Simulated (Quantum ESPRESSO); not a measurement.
The system is AgBr.

```
CELL_PARAMETERS angstrom
0.00000 2.87015 2.87015
2.87015 0.00000 2.87015
2.87015 2.87015 0.00000
ATOMIC_POSITIONS crystal
Ag 0.00000 0.00000 0.00000
Br 0.50000 0.50000 0.50000
```

| Property | Result |
| --- | --- |
| Program | Quantum ESPRESSO 7.5 |
| Task | phonon dispersion |
| Functional | LDA |
| Potentials or basis | PseudoDojo 0.4.1 SR LDA standard |
| Cutoff | 1170 eV |
| Density cutoff | 4680 eV |
| k mesh | 4 × 4 × 4, shifted |
| Occupations | fermi-dirac, width 0.05 eV |
| Spin | no spin polarisation |
| Form of the LDA correlation | PW92 |
| Mixing beta | 0.5 |
| Most SCF iterations | 120 |
| SCF threshold | 4e-10 Ry |
| q mesh | 2 × 2 × 2 |

The cell and the atoms were relaxed first, to 21.76 Å³/atom (a = 3.948 Å, b = 3.948 Å, c = 3.948 Å, α = 60.00°, β = 60.00°, γ = 60.00°), and the response was taken there.

The first run showed a gap, so the response started from a second, tighter run with fixed occupations.

What are the zero-point energy, and the vibrational entropy and heat capacity at 298.15 K?

Zero-point energy 15.2 meV/atom; entropy 6.19 k_B/atom (51.4 J/(K·mol of atoms)); Cv 2.95 k_B/atom, 98 % of the classical limit. These are harmonic values without the electrons' part.

Phonon frequencies at the corners of the path (cm⁻¹, interpolated; i marks imaginary ones):
| point | frequencies |
| --- | --- |
| Γ | 0 0 0 97 97 132 |
| X | 31 31 50 122 122 147 |
| W | 42 42 76 100 132 132 |
| K | 35 46 67 106 125 137 |
| L | 45 45 73 73 104 143 |
| U | 35 46 67 106 125 137 |

Harmonic thermodynamics per atom at this volume (zero-point energy 15.2 meV, Debye temperature from the second moment 167 K):
| T (K) | free energy (meV) | entropy (k_B) | heat capacity Cv (k_B) |
| --- | --- | --- | --- |
| 50 | 12.8 | 1.47 | 1.92 |
| 100 | 2.8 | 3.08 | 2.63 |
| 200 | -33.0 | 5.02 | 2.90 |
| 298.15 | -80.6 | 6.19 | 2.95 |
| 500 | -202.7 | 7.72 | 2.98 |
| 800 | -421.9 | 9.13 | 2.99 |

Phonon states per cell in windows of 10 cm⁻¹ (negative: imaginary):
```
from (cm⁻¹)  total    Ag    Br
          0   0.00  0.00  0.00
         10   0.07  0.04  0.03
         20   0.24  0.13  0.11
         30   0.74  0.42  0.32
         40   0.71  0.36  0.35
         50   0.32  0.16  0.16
         60   0.25  0.20  0.05
         70   0.63  0.52  0.11
         80   0.25  0.17  0.08
         90   0.55  0.31  0.24
        100   0.56  0.28  0.27
        110   0.42  0.18  0.25
        120   0.38  0.11  0.27
        130   0.80  0.12  0.68
        140   0.09  0.01  0.08
```

A q mesh this small can miss soft modes between its points.

Caveat: the q mesh is small, so phonon branches between its points and thermal values are rough.
